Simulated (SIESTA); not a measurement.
# ZnS (Wurtzite-6H) (P6_3mc) in SIESTA: settings compared, part 2 of 2

SIESTA 5.4.2. Earlier steps stand in the parts before.

## Step 3: Band structure, PBE

Input file ZnS.fdf:

```
SystemName                      ZnS
SystemLabel                     ZnS
NumberOfSpecies                 2
NumberOfAtoms                   12
%block ChemicalSpeciesLabel
  1  30 Zn
  2  16 S
%endblock ChemicalSpeciesLabel

LatticeConstant                 1.0 Ang
%block LatticeVectors
     3.8120000000     0.0000000000     0.0000000000
    -1.9060000000     3.3012888392     0.0000000000
     0.0000000000     0.0000000000    18.6899900000
%endblock LatticeVectors
AtomicCoordinatesFormat         Fractional
%block AtomicCoordinatesAndAtomicSpecies
     0.3333333333     0.6666666667     0.8333300000  1  Zn
     0.6666666667     0.3333333333     0.3333300000  1  Zn
     0.6666666667     0.3333333333     0.6666700000  1  Zn
     0.3333333333     0.6666666667     0.1666700000  1  Zn
     0.0000000000     0.0000000000     0.5000000000  1  Zn
     0.0000000000     0.0000000000     0.0000000000  1  Zn
     0.3333333333     0.6666666667     0.9583300000  2  S
     0.6666666667     0.3333333333     0.4583300000  2  S
     0.6666666667     0.3333333333     0.7916700000  2  S
     0.3333333333     0.6666666667     0.2916700000  2  S
     0.0000000000     0.0000000000     0.6250000000  2  S
     0.0000000000     0.0000000000     0.1250000000  2  S
%endblock AtomicCoordinatesAndAtomicSpecies

%block kgrid.MonkhorstPack
    8   0   0  0.0
    0   8   0  0.0
    0   0   2  0.0
%endblock kgrid.MonkhorstPack
XC.Functional                   GGA
XC.Authors                      PBE
PAO.BasisSize                   DZP
PAO.EnergyShift                 0.01 Ry
Mesh.Cutoff                     800 Ry
OccupationFunction              FD
ElectronicTemperature           0.05 eV
MaxSCFIterations                120
SCF.MustConverge                false
SCF.Mixer.Method                Pulay
SCF.Mixer.Weight                0.25
SCF.Mixer.History               8
SCF.DM.Tolerance                5.0e-05
SCF.H.Tolerance                 1.0e-03 eV
WriteForces                     true
Charge.Mulliken                 end
BandLinesScale                  ReciprocalLatticeVectors
%block BandLines
    1    0.000000   0.000000   0.000000  \Gamma
   14    0.500000   0.000000   0.000000  M
    8    0.333333   0.333333   0.000000  K
   16    0.000000   0.000000   0.000000  \Gamma
    2    0.000000   0.000000   0.500000  A
   14    0.500000   0.000000   0.500000  L
    8    0.333333   0.333333   0.500000  H
   16    0.000000   0.000000   0.500000  A
    1    0.500000   0.000000   0.500000  L
    2    0.500000   0.000000   0.000000  M
    1    0.333333   0.333333   0.000000  K
    2    0.333333   0.333333   0.500000  H
%endblock BandLines
```

Potentials or basis: PseudoDojo 0.4 standard (PBE files), DZP (energy shift 0.01 Ry).

On the command line:

```
$ siesta < ZnS.fdf > ZnS.out 2>&1
```

Wall time 65 s (1 thread of Arm Neoverse V2, shared host); peak memory 0.47 GiB.

The run converged. Its results:

```yaml
Free_energy: -35925.7562 eV
Pressure: 0.6 GPa
Largest_force: 0.035 eV/Å
Band_gap_on_the_k_mesh: 2.54 eV, direct
Band_gap_along_the_path: 2.54 eV, direct
```

Forces in eV/Å, atoms in the order of the input:
```
Zn   0.000  0.000 -0.003
Zn   0.000  0.000 -0.003
Zn   0.000  0.000  0.019
Zn   0.000  0.000  0.019
Zn   0.000  0.000 -0.035
Zn   0.000  0.000 -0.035
S    0.000  0.000 -0.002
S    0.000  0.000 -0.002
S    0.000  0.000 -0.001
S    0.000  0.000 -0.001
S    0.000  0.000  0.023
S    0.000  0.000  0.023
```

Stress tensor (GPa, compression positive):
```
0.57 0.00 0.00
0.00 0.57 0.00
0.00 0.00 0.66
```

Levels at the corners of the path, in eV from the valence-band top:
| point | band 75 | band 76 | band 77 | band 78 | band 79 | band 80 | band 81 | band 82 |
| --- | --- | --- | --- | --- | --- | --- | --- | --- |
| Γ | -0.22 | -0.02 | 0.00 | 0.00 | 2.54 | 3.62 | 3.83 | 3.86 |
| M | -1.21 | -1.20 | -1.03 | -0.82 | 3.91 | 4.04 | 4.06 | 4.38 |
| K | -1.84 | -1.47 | -1.42 | -1.42 | 4.86 | 4.87 | 4.87 | 5.91 |
| Γ | -0.22 | -0.02 | 0.00 | 0.00 | 2.54 | 3.62 | 3.83 | 3.86 |
| A | -0.06 | -0.06 | -0.06 | -0.06 | 3.02 | 3.02 | 3.82 | 3.82 |
| L | -1.15 | -1.15 | -0.92 | -0.92 | 3.83 | 3.83 | 4.40 | 4.40 |
| H | -1.64 | -1.64 | -1.48 | -1.48 | 5.12 | 5.12 | 5.23 | 5.23 |
| A | -0.06 | -0.06 | -0.06 | -0.06 | 3.02 | 3.02 | 3.82 | 3.82 |
| L | -1.15 | -1.15 | -0.92 | -0.92 | 3.83 | 3.83 | 4.40 | 4.40 |
| M | -1.21 | -1.20 | -1.03 | -0.82 | 3.91 | 4.04 | 4.06 | 4.38 |
| K | -1.84 | -1.47 | -1.42 | -1.42 | 4.86 | 4.87 | 4.87 | 5.91 |
| H | -1.64 | -1.64 | -1.48 | -1.48 | 5.12 | 5.12 | 5.23 | 5.23 |

Caveat: semicore shells carry a single zeta, which can move pressures by several GPa and volumes by a few percent; the valence orbitals were made in a potential fitted to the semicore shell under them, which widens gaps by tenths of an eV or more; the cell's inner coordinates are idealised or old, which leaves forces on the atoms; the basis of atomic orbitals isn't converged, which shifts pressures, moduli and gaps.

## Step 4: Single point, LDA, 18.42 Å³/atom

Input file ZnS.fdf:

```
SystemName                      ZnS
SystemLabel                     ZnS
NumberOfSpecies                 2
NumberOfAtoms                   12
%block ChemicalSpeciesLabel
  1  30 Zn
  2  16 S
%endblock ChemicalSpeciesLabel

LatticeConstant                 1.0 Ang
%block LatticeVectors
     3.7341822464     0.0000000000     0.0000000000
    -1.8670911232     3.2338966877     0.0000000000
     0.0000000000     0.0000000000    18.3084545760
%endblock LatticeVectors
AtomicCoordinatesFormat         Fractional
%block AtomicCoordinatesAndAtomicSpecies
     0.3333333333     0.6666666667     0.8333300000  1  Zn
     0.6666666667     0.3333333333     0.3333300000  1  Zn
     0.6666666667     0.3333333333     0.6666700000  1  Zn
     0.3333333333     0.6666666667     0.1666700000  1  Zn
     0.0000000000     0.0000000000     0.5000000000  1  Zn
     0.0000000000     0.0000000000     0.0000000000  1  Zn
     0.3333333333     0.6666666667     0.9583300000  2  S
     0.6666666667     0.3333333333     0.4583300000  2  S
     0.6666666667     0.3333333333     0.7916700000  2  S
     0.3333333333     0.6666666667     0.2916700000  2  S
     0.0000000000     0.0000000000     0.6250000000  2  S
     0.0000000000     0.0000000000     0.1250000000  2  S
%endblock AtomicCoordinatesAndAtomicSpecies

%block kgrid.MonkhorstPack
    6   0   0  0.0
    0   6   0  0.0
    0   0   1  0.0
%endblock kgrid.MonkhorstPack
XC.Functional                   LDA
XC.Authors                      PW92
PAO.BasisSize                   DZP
PAO.EnergyShift                 0.003 Ry
Mesh.Cutoff                     800 Ry
OccupationFunction              FD
ElectronicTemperature           0.05 eV
MaxSCFIterations                120
SCF.MustConverge                false
SCF.Mixer.Method                Pulay
SCF.Mixer.Weight                0.25
SCF.Mixer.History               8
SCF.DM.Tolerance                5.0e-05
SCF.H.Tolerance                 1.0e-03 eV
WriteForces                     true
Charge.Mulliken                 end
%block PAO.Basis
  Zn 5
  n=3 0 2
    2.281 0.000
  n=4 0 2
    6.292 0.000
  n=3 1 2
    2.537 0.000
  n=4 1 1
    6.292
  n=3 2 2
    4.164 0.000
%endblock PAO.Basis
```

Potentials or basis: PseudoDojo 0.4 standard (LDA files), DZP (energy shift 0.003 Ry; two zetas on semicore shells).

On the command line:

```
$ siesta < ZnS.fdf > ZnS.out 2>&1
```

Run time: 92 s. Hardware: 1 thread of Intel Xeon Platinum 8375C at 2.90GHz (Ice Lake), shared host; peak memory 0.7 GiB.

It converged, with:

```
Free energy            : -35918.9904 eV
Pressure               : 1.8 GPa
Largest force          : 0.027 eV/Å
Band gap on the k mesh : 2.69 eV, direct
```

Caveat: short orbitals over semicore shells can move pressures by several GPa; the valence orbitals were made in a potential fitted to the semicore shell under them, which widens gaps by tenths of an eV or more; the cell's inner coordinates are idealised or old, which leaves forces on the atoms; the basis of atomic orbitals isn't converged, which shifts pressures, moduli and gaps.

## Step 5: Single point, LDA, 18.82 Å³/atom

Changes to ZnS.fdf since step 4:

```diff
@@ -11,5 +11,5 @@
 %block LatticeVectors
-     3.7341822464     0.0000000000     0.0000000000
-    -1.8670911232     3.2338966877     0.0000000000
-     0.0000000000     0.0000000000    18.3084545760
+     3.7604801709     0.0000000000     0.0000000000
+    -1.8802400855     3.2566713584     0.0000000000
+     0.0000000000     0.0000000000    18.4373916028
 %endblock LatticeVectors
```

On the command line:

```
$ siesta ZnS.fdf > ZnS.out 2>&1
```

Wall time 95 s (1 thread of Intel Xeon Platinum 8375C at 2.90GHz (Ice Lake), shared host); peak memory 0.69 GiB.

The run converged. Its results:

```yaml
Free_energy: -35919.0152 eV
Pressure: -0.1 GPa
Largest_force: 0.028 eV/Å
Band_gap_on_the_k_mesh: 2.56 eV, direct
```

Caveat: short orbitals over semicore shells can move pressures by several GPa; the valence orbitals were made in a potential fitted to the semicore shell under them, which widens gaps by tenths of an eV or more; the cell's inner coordinates are idealised or old, which leaves forces on the atoms; the basis of atomic orbitals isn't converged, which shifts pressures, moduli and gaps.

## Step 6: Single point, LDA, 19.21 Å³/atom

Changes to ZnS.fdf since step 5:

```diff
@@ -11,5 +11,5 @@
 %block LatticeVectors
-     3.7604801709     0.0000000000     0.0000000000
-    -1.8802400855     3.2566713584     0.0000000000
-     0.0000000000     0.0000000000    18.4373916028
+     3.7864153365     0.0000000000     0.0000000000
+    -1.8932076683     3.2791318707     0.0000000000
+     0.0000000000     0.0000000000    18.5645500459
 %endblock LatticeVectors
```

Potentials or basis: PseudoDojo 0.4 standard (LDA files), DZP (energy shift 0.003 Ry; two zetas on semicore shells).

On the command line:

```
$ siesta < ZnS.fdf > ZnS.out 2>&1
```

Wall time 93 s (1 thread of Intel Xeon Platinum 8375C at 2.90GHz (Ice Lake), shared host); peak memory 0.68 GiB.

Results (log left out):

```yaml
Free_energy: -35918.9879 eV
Pressure: -1.7 GPa
Largest_force: 0.028 eV/Å
Band_gap_on_the_k_mesh: 2.44 eV, direct
```

Caveat: short orbitals over semicore shells can move pressures by several GPa; the valence orbitals were made in a potential fitted to the semicore shell under them, which widens gaps by tenths of an eV or more; the cell's inner coordinates are idealised or old, which leaves forces on the atoms; the basis of atomic orbitals isn't converged, which shifts pressures, moduli and gaps.

## Step 7: Single point, LDA, 19.60 Å³/atom

Changes to ZnS.fdf since step 6:

```diff
@@ -11,5 +11,5 @@
 %block LatticeVectors
-     3.7864153365     0.0000000000     0.0000000000
-    -1.8932076683     3.2791318707     0.0000000000
-     0.0000000000     0.0000000000    18.5645500459
+     3.8120000000     0.0000000000     0.0000000000
+    -1.9060000000     3.3012888392     0.0000000000
+     0.0000000000     0.0000000000    18.6899900000
 %endblock LatticeVectors
```

On the command line:

```
$ siesta < ZnS.fdf > ZnS.out 2>&1
```

Run time: 92 s. Hardware: 1 thread of Intel Xeon Platinum 8375C at 2.90GHz (Ice Lake), shared host; peak memory 0.68 GiB.

The run converged. Its results:

```
Free energy            : -35918.9140 eV
Pressure               : -3.3 GPa
Largest force          : 0.027 eV/Å
Band gap on the k mesh : 2.32 eV, direct
```

Caveat: short orbitals over semicore shells can move pressures by several GPa; the valence orbitals were made in a potential fitted to the semicore shell under them, which widens gaps by tenths of an eV or more; the cell's inner coordinates are idealised or old, which leaves forces on the atoms; the basis of atomic orbitals isn't converged, which shifts pressures, moduli and gaps.

## Step 8: Single point, LDA, 19.99 Å³/atom

Changes to ZnS.fdf since step 7:

```diff
@@ -11,5 +11,5 @@
 %block LatticeVectors
-     3.8120000000     0.0000000000     0.0000000000
-    -1.9060000000     3.3012888392     0.0000000000
-     0.0000000000     0.0000000000    18.6899900000
+     3.8372457688     0.0000000000     0.0000000000
+    -1.9186228844     3.3231523164     0.0000000000
+     0.0000000000     0.0000000000    18.8137683755
 %endblock LatticeVectors
```

On the command line:

```
$ siesta < ZnS.fdf > ZnS.out 2>&1
```

Run time: 89 s. Hardware: 1 thread of Intel Xeon Platinum 8375C at 2.90GHz (Ice Lake), shared host; peak memory 0.67 GiB.

Results (log left out):

```
Free energy            : -35918.7979 eV
Pressure               : -4.6 GPa
Largest force          : 0.026 eV/Å
Band gap on the k mesh : 2.21 eV, direct
```

Caveat: short orbitals over semicore shells can move pressures by several GPa; the valence orbitals were made in a potential fitted to the semicore shell under them, which widens gaps by tenths of an eV or more; the cell's inner coordinates are idealised or old, which leaves forces on the atoms; the basis of atomic orbitals isn't converged, which shifts pressures, moduli and gaps.

## Step 9: Single point, LDA, 20.38 Å³/atom

Changes to ZnS.fdf since step 8:

```diff
@@ -11,5 +11,5 @@
 %block LatticeVectors
-     3.8372457688     0.0000000000     0.0000000000
-    -1.9186228844     3.3231523164     0.0000000000
-     0.0000000000     0.0000000000    18.8137683755
+     3.8621636474     0.0000000000     0.0000000000
+    -1.9310818237     3.3447318322     0.0000000000
+     0.0000000000     0.0000000000    18.9359391258
 %endblock LatticeVectors
```

Potentials or basis: PseudoDojo 0.4 standard (LDA files), DZP (energy shift 0.003 Ry; two zetas on semicore shells).

On the command line:

```
$ siesta ZnS.fdf > ZnS.out 2>&1
```

Run time: 87 s. Hardware: 1 thread of Intel Xeon Platinum 8375C at 2.90GHz (Ice Lake), shared host; peak memory 0.67 GiB.

Results (log left out):

* Free energy: -35918.6440 eV
* Pressure: -5.8 GPa
* Largest force: 0.026 eV/Å
* Band gap on the k mesh: 2.10 eV, direct

Caveat: short orbitals over semicore shells can move pressures by several GPa; the valence orbitals were made in a potential fitted to the semicore shell under them, which widens gaps by tenths of an eV or more; the cell's inner coordinates are idealised or old, which leaves forces on the atoms; the basis of atomic orbitals isn't converged, which shifts pressures, moduli and gaps.

## Step 10: Single point, LDA, 20.78 Å³/atom

Changes to ZnS.fdf since step 9:

```diff
@@ -11,5 +11,5 @@
 %block LatticeVectors
-     3.8621636474     0.0000000000     0.0000000000
-    -1.9310818237     3.3447318322     0.0000000000
-     0.0000000000     0.0000000000    18.9359391258
+     3.8867640791     0.0000000000     0.0000000000
+    -1.9433820395     3.3660364310     0.0000000000
+     0.0000000000     0.0000000000    19.0565534549
 %endblock LatticeVectors
```

On the command line:

```
$ siesta ZnS.fdf > ZnS.out 2>&1
```

Wall time 1.7 min (1 thread of Intel Xeon Platinum 8375C at 2.90GHz (Ice Lake), shared host); peak memory 0.71 GiB.

Results (log left out):

```yaml
Free_energy: -35918.4565 eV
Pressure: -6.9 GPa
Largest_force: 0.025 eV/Å
Band_gap_on_the_k_mesh: 1.99 eV, direct
```

Caveat: short orbitals over semicore shells can move pressures by several GPa; the valence orbitals were made in a potential fitted to the semicore shell under them, which widens gaps by tenths of an eV or more; the cell's inner coordinates are idealised or old, which leaves forces on the atoms; the basis of atomic orbitals isn't converged, which shifts pressures, moduli and gaps.

## Step 11: Equation of state, LDA

This step only gathers the single runs of the series.

Results:

```yaml
Equilibrium_volume: 18.80 Å³/atom
Bulk_modulus_at_fixed_shape_and_positions: 86 GPa
Pressure_derivative_of_the_bulk_modulus: 4.2
```

Energy against volume, from the lowest point:
```tsv
volume (Å³/atom)	energy (meV/atom)
18.424	2.07
18.816	0.00
19.208	2.28
19.600	8.44
19.992	18.11
20.384	30.94
20.776	46.56
```

Caveat: short orbitals over semicore shells can move pressures by several GPa; the valence orbitals were made in a potential fitted to the semicore shell under them, which widens gaps by tenths of an eV or more; the cell was scaled at fixed shape and fractional positions, which overstates the stiffness of a crystal with free parameters, most of all of layers and chains; the cell's inner coordinates are idealised or old, which leaves forces on the atoms; the basis of atomic orbitals isn't converged, which shifts pressures, moduli and gaps.

## Step 12: Summary

| task | level | potentials or basis | k mesh | energy shift | gap on the mesh (eV) | pressure (GPa) | largest force (eV/Å) |
| --- | --- | --- | --- | --- | --- | --- | --- |
| band structure | PBE | SG15 1.2 (PBE files) or PseudoDojo by element, DZP (energy shift 0.003 Ry; two zetas on semicore shells) | 8 × 8 × 2 | 0.003 Ry | 2.51 | 3.4 | 0.03 |
| band structure | PBE | PseudoDojo 0.4 standard (PBE files), DZP (energy shift 0.01 Ry) | 8 × 8 × 2 | 0.01 Ry | 2.54 | 0.6 | 0.04 |
| equation of state | LDA | PseudoDojo 0.4 standard (LDA files), DZP (energy shift 0.003 Ry; two zetas on semicore shells) | 6 × 6 × 1 | 0.003 Ry | - | - | - |

Alike in all rows: no spin polarisation; cell as given; smearing fermi-dirac 0.05 eV; grid cutoff 800 Ry.

Caveats: the cell's inner coordinates are idealised or old, which leaves forces on the atoms; the basis of atomic orbitals isn't converged, which shifts pressures, moduli and gaps; the valence orbitals were made in a potential fitted to the semicore shell under them, which widens gaps by tenths of an eV or more (some runs); semicore shells carry a single zeta, which can move pressures by several GPa and volumes by a few percent (some runs); short orbitals over semicore shells can move pressures by several GPa (some runs); the cell was scaled at fixed shape and fractional positions, which overstates the stiffness of a crystal with free parameters, most of all of layers and chains (some runs).

Total energies depend on the potentials used, so only differences within one code and one set of settings carry meaning.

## Step 13: How close it comes

Step 2. A measured gap of ZnS is 3.911 eV (direct; 4 K; a printed reference work, monograph); the calculated 2.51 eV misses it by -1.40 eV. The value is that of PBE in an atomic basis (SG15 1.2 (PBE files) or PseudoDojo by element, DZP (energy shift 0.003 Ry; two zetas on semicore shells)), whose error adds to the functional's,, without temperature or zero-point motion. Semilocal functionals fall short of measured gaps as a rule.

Step 3. Against the measured gap of ZnS, 3.911 eV (direct; 4 K; a printed reference work, monograph), the calculated 2.54 eV is off by -1.37 eV. The value is that of PBE in an atomic basis (PseudoDojo 0.4 standard (PBE files), DZP (energy shift 0.01 Ry)), whose error adds to the functional's,, without temperature or zero-point motion. Semilocal functionals fall short of measured gaps as a rule.
